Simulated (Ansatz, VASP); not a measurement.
One calculation of Al, two programs

The input POSCAR:

```
Al
1.0
   -1.6228377646      1.6228377646      1.6228377646
    1.6228377646     -1.6228377646      1.6228377646
    1.6228377646      1.6228377646     -1.6228377646
Al
1
Direct
    0.0000000000      0.0000000000      0.0000000000
```

File INCAR.step1:

```
ALGO = Normal
EDIFF = 1E-4
ENCUT = 520
GGA = PE
ISMEAR = 0
LASPH = True
LCHARG = False
LREAL = False
LWAVE = True
NBANDS = 8
NELM = 80
PREC = Accurate
SIGMA = 0.05
```

The input INCAR.step2:

```
ALGO = Normal
EDIFF = 1E-7
ENCUT = 520
ISIF = 2
ISMEAR = 0
ISTART = 1
LASPH = True
LCHARG = False
LMIXTAU = True
LREAL = False
LWAVE = False
METAGGA = R2SCAN
NBANDS = 8
NELM = 80
PREC = Accurate
SIGMA = 0.05
```

The input KPOINTS:

```
k-points
0
Gamma
  18 18 18
```

Input for Ansatz:

```yaml
crystal:
  lattice:
    - [-1.6228377646, 1.6228377646, 1.6228377646]
    - [1.6228377646, -1.6228377646, 1.6228377646]
    - [1.6228377646, 1.6228377646, -1.6228377646]
  atoms:
    - { symbol: Al, position: [0.0, 0.0, 0.0] }
basis:
  ecutwfc: 500
  ecutrho_ratio: 4
kpoints:
  mp_grid: { grid: [18, 18, 18] }
hamiltonian:
  xc: r2scan
scf:
  occupations: { method: gaussian, width: 0.05 }
output:
  forces: true
  stress: true
  eigenvalues: true
```

The cell was built by a generator and needn't be a form met in nature.

Alike in both runs: task single point; functional r2SCAN; k mesh 18 × 18 × 18; occupations gaussian, width 0.05 eV; no spin polarisation.

```csv
,VASP,Ansatz
version,VASP 6.6.1,Ansatz 0.2.0
potentials or method,"VASP PAW PBE potentials, release 64 (Al)","scalar-relativistic, plane waves, PAW"
plane-wave cutoff (eV),520,500
valence electrons in the cell,3,3
```

Ansatz gave:

```
gap on the k mesh at the Fermi level (eV) : none
pressure (GPa)                            : -3.8
```

Question: Which values does VASP return?

Answer: gap on the k mesh at the Fermi level (eV): none; pressure (GPa): -4.1.

A gap of «none» marks a metal or a gap that the smearing closes. With one functional, cell and mesh, what is left measures potentials, basis and numerics.

Caveats: the PAW data sets were made with another functional, which shifts forces and pressure a little (VASP).
